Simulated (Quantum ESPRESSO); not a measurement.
Crystal: Na2S.

```
S Na
1.0
     0.00000    3.27350    3.27350
     3.27350    0.00000    3.27350
     3.27350    3.27350    0.00000
S Na
1 2
Direct
  0.00000 0.00000 0.00000
  0.75000 0.75000 0.75000
  0.25000 0.25000 0.25000
```

- Program: Quantum ESPRESSO 7.5
- Task: single point
- Functional: PBE
- Potentials or basis: SSSP 1.3 efficiency PBE
- Cutoff: 748 eV
- Density cutoff: 5987 eV
- k mesh: 7 × 7 × 7
- Occupations: fermi-dirac, width 0.05 eV
- Spin: no spin polarisation

On this cell: pressure 0.4 GPa; largest force zero by symmetry; band gap on the k mesh 2.48 eV, direct.

The same run follows on a disturbed copy (atoms moved at random, drawn with an rms of 0.05 Å):

```
S Na
1.0
     0.00000    3.27350    3.27350
     3.27350    0.00000    3.27350
     3.27350    3.27350    0.00000
S Na
1 2
Direct
  0.00245 0.99582 0.99954
  0.74286 0.74676 0.75882
  0.26369 0.24206 0.24239
```

What changes?

The energy moves by +2.0 meV/atom; pressure 0.4 GPa; largest force 0.135 eV/Å; band gap on the k mesh 2.45 eV, direct.

Forces in eV/Å, atoms in the order of the input:
```
S   -0.005  0.017 -0.003
Na  -0.101  0.017  0.081
Na   0.105 -0.035 -0.077
```

Stress tensor (GPa, compression positive):
```
 0.43 -0.17 -0.05
-0.17  0.41  0.22
-0.05  0.22  0.42
```

